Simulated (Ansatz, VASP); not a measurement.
# Two plane-wave programs on Rh

Contents of INCAR:

```
  PREC = Accurate
  ENCUT = 520
  EDIFF = 1E-7
  ISMEAR = 0
  SIGMA = 0.15
  LREAL = F
  LASPH = T
  NELM = 80
  ALGO = Fast
  ISIF = 2
  LWAVE = F
  LCHARG = T
  GGA = PE
  LELF = T
  LVHAR = T
  NBANDS = 14
```

File KPOINTS:

```
Automatic mesh
0
Gamma
  22 22 22
```

File POSCAR:

```
Rh
1.0
    0.0000000000      1.9348271250      1.9015500000
    1.9015500000      0.0000000000      1.9015500000
    1.9015500000      1.9348271250      0.0000000000
Rh
1
Direct
    0.0000000000      0.0000000000      0.0000000000
```

Input for Ansatz:

```yaml
crystal:
  lattice:
    - [0.0, 1.934827125, 1.90155]
    - [1.90155, 0.0, 1.90155]
    - [1.90155, 1.934827125, 0.0]
  atoms:
    - { symbol: Rh, position: [0.0, 0.0, 0.0] }
basis:
  ecutwfc: 420
kpoints:
  mp_grid: { grid: [22, 22, 22] }
hamiltonian:
  xc: pbe
scf:
  occupations: { method: gaussian, width: 0.15 }
output:
  forces: true
  stress: true
  eigenvalues: true
  write_density: true
  write_potential: true
  elf: true
  volumetric_format: npy
```

Change from the starting cell: strain +0.0175 x Voigt [0, 1, 0, 0, 0, 0], atoms carried along.

Alike in both runs: task single point; functional PBE; k mesh 22 × 22 × 22; occupations gaussian, width 0.15 eV; no spin polarisation.

|  | VASP | Ansatz |
| --- | --- | --- |
| version | VASP 6.6.1 | Ansatz 0.2.0 |
| potentials or method | VASP PAW PBE potentials, release 64 (Rh_pv) | scalar-relativistic, plane waves, PAW |
| plane-wave cutoff (eV) | 520 | 420 |
| valence electrons in the cell | 15 | 17 |

|  | VASP | Ansatz | Ansatz less VASP |
| --- | --- | --- | --- |
| gap on the k mesh at the Fermi level (eV) | none | none | - |
| pressure (GPa) | 1.1 | 1.1 | -0.01 |
| largest component of the traceless stress (GPa) | 2.73 | 2.74 | +0.009 |

A gap of «none» marks a metal or a gap that the smearing closes. With one functional, cell and mesh, what is left measures potentials, basis and numerics. The two sets of potentials don't hold the same shells in valence.
